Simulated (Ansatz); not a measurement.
The following input was run with Ansatz 0.2.0.

```yaml
crystal:
  lattice:
    - [2.6862131167, -2.6862804191, -0.0195708549]
    - [2.6862131167, 2.6862804191, -0.0195708549]
    - [-2.6489319062, 0.0, 4.8689975849]
  atoms:
    - { symbol: Ti, position: [0.1251059418, 0.8748940582, 0.25], spin: 1.0 }
    - { symbol: Ti, position: [0.8748940582, 0.1251059418, 0.75], spin: 1.0 }
    - { symbol: O, position: [0.3314172325, 0.0816314283, 0.6629499159] }
    - { symbol: O, position: [0.6685827675, 0.9183685717, 0.3370500841] }
    - { symbol: O, position: [0.9183685717, 0.6685827675, 0.8370500841] }
    - { symbol: O, position: [0.0816314283, 0.3314172325, 0.1629499159] }
basis:
  ecutwfc: 500
kpoints:
  mp_grid: { grid: [8, 8, 6] }
hamiltonian:
  xc: r2scan
scf:
  occupations: { method: gaussian, width: 0.02 }
output:
  forces: false
  stress: false
  eigenvalues: true
  populations: true
  eigenstates:
    kpoints:
      - [0.432292, -0.432292, 0.0]
      - [0.440842482, -0.423741518, -0.008431812]
      - [0.423741518, -0.440842482, 0.008431812]
      - [0.423741304, -0.423741304, 0.0]
      - [0.440842696, -0.440842696, 0.0]
      - [0.432229704, -0.432354296, 0.015498501]
      - [0.432354296, -0.432229704, -0.015498501]
      - [0.432291849, -0.420199641, -0.005962192]
      - [0.432292151, -0.444384359, 0.005962192]
      - [0.438294054, -0.426289946, 0.004996903]
      - [0.426289946, -0.438294054, -0.004996903]
      - [0.426201695, -0.426289795, 0.010959095]
      - [0.438382305, -0.438294205, -0.010959095]
      - [0.43225591, -0.422454597, 0.004079955]
      - [0.43232809, -0.442129403, -0.004079955]
      - [0.0, 0.0, 0.0]
      - [0.008550482, 0.008550482, -0.008431812]
      - [-0.008550482, -0.008550482, 0.008431812]
      - [-0.008550696, 0.008550696, 0.0]
      - [0.008550696, -0.008550696, 0.0]
      - [-6.2296e-05, -6.2296e-05, 0.015498501]
      - [6.2296e-05, 6.2296e-05, -0.015498501]
      - [-1.51e-07, 0.012092359, -0.005962192]
      - [1.51e-07, -0.012092359, 0.005962192]
      - [0.006002054, 0.006002054, 0.004996903]
      - [-0.006002054, -0.006002054, -0.004996903]
      - [-0.006090305, 0.006002205, 0.010959095]
      - [0.006090305, -0.006002205, -0.010959095]
      - [-3.609e-05, 0.009837403, 0.004079955]
      - [3.609e-05, -0.009837403, -0.004079955]
    e_range: [-3.999701, 3.999701]
magnetization:
  spin_polarized: true
checkpoint:
  read: start.run
  write: ck
  compress: false
  write_wavefunctions: false
  write_every: 100000
```

Command:
```bash
ansatz run input.yaml --threads 1 --pin off --max-ram 2560MiB --backend cpu --events-out ev --progress --plain --runs-dir out
```

Computed with DFT r2SCAN, scalar-relativistic, plane waves, PAW in Ansatz 0.2.0.

Abridged output (iterations and final results):

```
SCF iter   1: F=—  HF=-7292.640438 eV  |F-HF|=—  |Δ(HF+E_count)|=         —  Δρ=3.72e-7 (↑1.80e-7 ↓3.72e-7) dr2=1.57e-10  dr2_τ=2.98e-12  dr2_m=1.49e-11  M=0.000 μB ∫|m|=0.000 μB  β_m=0.30  ethr=7.51e-9  ⟨swp⟩=4.2  Hψ=51229  notcnv=0
spin=Collinear: Resta preconditioning applied to the charge; magnetization (m = ρ↑ − ρ↓) channel mixes plain (no charge-response kernel on spin).
SCF iter   2: F=-7292.640438 eV  HF=-7292.640438 eV  |F-HF|=2.18e-11  |Δ(HF+E_count)|=   2.96e-7  Δρ=2.13e-7 (↑1.14e-7 ↓2.13e-7) dr2=2.02e-11  dr2_τ=1.49e-12  dr2_m=8.83e-12  M=0.000 μB ∫|m|=0.000 μB  ethr=1.00e-12  ⟨swp⟩=5.4  Hψ=21550  notcnv=0
SCF 1 converged in 2 iterations: F = -7292.640438 eV  dr2 = 2.02e-11
WARN: the starting moments were not kept: the SCF closed with an absolute magnetisation of 3.0e-6 μB, where they sum to 2 μB in size (2 sites). That is at most 0.1 of that sum. Measured as dr2_m measures the in/out step, that magnetisation stands 1.0e-12 eV from none, at or under the dr2_threshold of 1.0e-7 eV: it is no larger than a step whose dr2_m would equal this threshold. The system may hold no moment; this SCF shows only that its start led to no more than that. This SCF took its magnetisation from a saved state (the deck's checkpoint.read, a session's seed or a resume), or from the single point or search that the run made first, and not from the starting moments. Where the run's atoms ...
this state was not tested for a lower state beside it, because the mixer in use, unlike msr1, does not test its closes by its own steps (another_mixer; see scf.mixing.algorithm and scf.lower_state_search)
SCF converged after 2 iterations
Magnetization: 0.0000 μB (24.0000 up, 24.0000 down)
Absolute magnetization: 0.0000 μB (∫|ρ↑−ρ↓|, with the PAW one-centre terms)
Spin contamination: 0.0000 ħ² per cell (⟨S²⟩ above its minimum at these occupations)
Per-site moments (μB) at R_I (Å): [(5.51488920e-7, 0.80263129), (5.51488919e-7, 0.80263129), (-2.17828730e-7, 0.80263129), (-2.17828730e-7, 0.80263129), (-2.17828730e-7, 0.80263129), (-2.17828730e-7, 0.80263129)]
Free energy (F): -7292.640438 eV
Harris-Foulkes:  -7292.640438 eV  (|F-HF|=2.18e-11)
Internal energy: -7292.640438 eV  (E = F + TS)
E sigma→0 (E₀):  -7292.640438 eV
Fermi energy:    7.841971 eV
--- Per-component energies (eV) ---
  E_band       = -521.936611
  E_kinetic    = 1248.342355
  E_local      = -3608.391393  (includes V_loc(G=0)·N_el)
  E_nonlocal   = 191.756183
  E_hartree    = 1395.122093
  E_xc         = -481.917037
  E_vxc        = -692.240586  (∫ρ·V_xc dr)
  E_paw        = -2747.034534  (= ΣΔE_a)
  E_vpaw       = -497.537650  (= ΣTr[D̂ρ^β])
  E_aug_tail   = 0.004622  (compensation charges beyond the density's cutoff)
  E_vtau       = 45.885823  (kinetic-family band-sum trace: ∫τ·v_τ [+ j·A + Jᵃ·Aᵃ] dr)
  E_ewald      = -3289.888050
  E_core_change = -0.634678  (= ΣΔE_core)
  E_smearing   =  0.000000  (= −TS)
--- Band table (eV; the first three rows and the last of 228) ---
  k-point 0 ↑: bands = ["-52.0756", "-52.0240", "-27.4388", "-27.2179", "-27.2179", "-27.1564", "-27.1564", "-27.0796", "-11.9717", "-10.9654", "-10.8890", "-10.5109", "2.6170", "2.7608", "2.7608", "3.1387", "4.5795", "4.5796", "4.5907", "5.7852", "5.7988", "5.7989", "6.1717", "6.1717", "9.1094", "9.7751", "10.9731", "10.9731", "10.9780", "10.9780", "11.8993"]
  k-point 1 ↑: bands = ["-52.0721", "-52.0275", "-27.4154", "-27.2239", "-27.2239", "-27.1504", "-27.1504", "-27.1044", "-11.8984", "-10.9931", "-10.9075", "-10.5482", "2.6954", "2.7801", "2.7801", "3.0199", "4.5859", "4.5859", "4.8011", "5.6275", "5.6387", "5.6387", "6.3008", "6.3008", "9.1515", "9.7278", "10.8283", "10.8283", "11.1251", "11.1251", "11.7407"]
  k-point 2 ↑: bands = ["-52.0627", "-52.0369", "-27.3511", "-27.2337", "-27.2337", "-27.1717", "-27.1405", "-27.1405", "-11.6991", "-11.1685", "-10.8565", "-10.6434", "2.8202", "2.8202", "2.8330", "2.8903", "4.6011", "4.6011", "5.1051", "5.3589", "5.4256", "5.4256", "6.4462", "6.4462", "9.2682", "9.6007", "10.7336", "10.7336", "11.2259", "11.2259", "11.6374"]
  k-point 113 ↓: bands = ["-52.0457", "-52.0457", "-27.4055", "-27.4055", "-27.2714", "-27.2714", "-27.1140", "-27.1140", "-10.6497", "-10.6497", "-10.3424", "-10.3424", "2.2157", "2.2157", "2.3805", "2.3805", "2.8802", "2.8802", "3.9723", "3.9723", "4.5981", "4.5981", "6.5551", "6.5551", "10.2086", "10.2086", "10.6662", "10.6662", "11.7729", "11.7729", "13.3198"]
--- Löwdin populations: 6 sites ---
  site symbol q [e]    m [muB]
     0     Ti     10.5379     0.0000
     1     Ti     10.5379     0.0000
     2      O      6.6893     0.0000
     3      O      6.6893     0.0000
     4      O      6.6893     0.0000
     5      O      6.6893     0.0000
  spilling = 0.003479 (of n_electrons = 48.000000)
```

Self-consistency was reached.

The run took 76 s on 1 thread of AMD EPYC (Zen 3) (shared host), peak memory 0.8 GiB.

The run starts from the saved density of an earlier one, so iterations and time are fewer than from atoms.